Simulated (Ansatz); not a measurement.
**KF: one input, then a changed one**

The structure comes from a relaxation in the same program, started in the wurtzite type, and has space group P6_3/mmc. Whether it is a known phase or the ground state wasn't checked. The relaxation left the symmetry of that type.

First run: DFT, PBE, PAW with Ansatz's default frozen-core files, scalar-relativistic (Ansatz 0.2.0).

Command: `ansatz run input.yaml --threads 1 --pin off --max-ram 3072MiB --backend cpu --events-out ev --progress --plain --runs-dir out` The run took 23 s on 1 thread of Intel(R) Xeon(R) Platinum 8559C (Emerald Rapids) (shared host), peak memory 0.49 GiB.

```yaml
crystal:
  lattice:
    - [4.5474626899, 0.0, 0.0]
    - [-2.273731345, 3.9382182122, 0.0]
    - [0.0, 0.0, 5.3752234355]
  atoms:
    - { symbol: K, position: [0.3333333333, 0.6666666667, -0.0619980745] }
    - { symbol: K, position: [0.6666666667, 0.3333333333, 0.4380019255] }
    - { symbol: F, position: [0.3333333333, 0.6666666667, 0.4379980745] }
    - { symbol: F, position: [0.6666666667, 0.3333333333, 0.9379980745] }
kpoints:
  mp_grid: { grid: [11, 11, 6] }
  band_path:
    path:
      - [0.0, 0.0, 0.0]
      - [0.5, 0.0, 0.0]
      - [0.3333333333, 0.3333333333, 0.0]
      - [0.0, 0.0, 0.0]
      - [0.0, 0.0, 0.5]
      - [0.5, 0.0, 0.5]
      - [0.3333333333, 0.3333333333, 0.5]
      - [0.0, 0.0, 0.5]
      - [0.5, 0.0, 0.5]
    npoints: 14
scf:
  occupations: { method: fermi_dirac, width: 0.03 }
hamiltonian:
  xc: pbe
  pseudopotentials: { kind: paw }
output:
  forces: true
  stress: true
  eigenvalues: true
  efg: { contact_densities: true }
  populations: true
  bader: true
  dos: { projected: true, de: 0.2, e_range: [-14, 8] }
  write_density: true
  write_potential: true
  elf: true
  volumetric_format: npy
```

Result: converged; pressure 0.01 GPa; gap on the k mesh 5.24 eV (the mesh can miss the band edges); 6 SCF iterations.

The input is then changed:

```diff
@@ -5,8 +5,8 @@
     - [0.0, 0.0, 5.3752234355]
   atoms:
-    - { symbol: K, position: [0.3333333333, 0.6666666667, -0.0619980745] }
-    - { symbol: K, position: [0.6666666667, 0.3333333333, 0.4380019255] }
-    - { symbol: F, position: [0.3333333333, 0.6666666667, 0.4379980745] }
-    - { symbol: F, position: [0.6666666667, 0.3333333333, 0.9379980745] }
+    - { symbol: K, position: [0.3333333333, 0.6666666667, -0.0619980745], spin: 4.0 }
+    - { symbol: K, position: [0.6666666667, 0.3333333333, 0.4380019255], spin: -1.0 }
+    - { symbol: F, position: [0.3333333333, 0.6666666667, 0.4379980745], spin: 2.0 }
+    - { symbol: F, position: [0.6666666667, 0.3333333333, 0.9379980745], spin: 4.0 }
 kpoints:
   mp_grid: { grid: [11, 11, 6] }
@@ -28,4 +28,5 @@
   xc: pbe
   pseudopotentials: { kind: paw }
+  dispersion: d3bjatm
 output:
   forces: true
@@ -34,9 +35,9 @@
   efg: { contact_densities: true }
   populations: true
-  bader: true
-  dos: { projected: true, de: 0.2, e_range: [-14, 8] }
   write_density: true
   write_potential: true
   elf: true
   volumetric_format: npy
+magnetization:
+  spin_polarized: true
```

Task: What does the second run give?

Result: It converged; pressure -0.74 GPa; moment 0.00 μB; 15 SCF iterations.
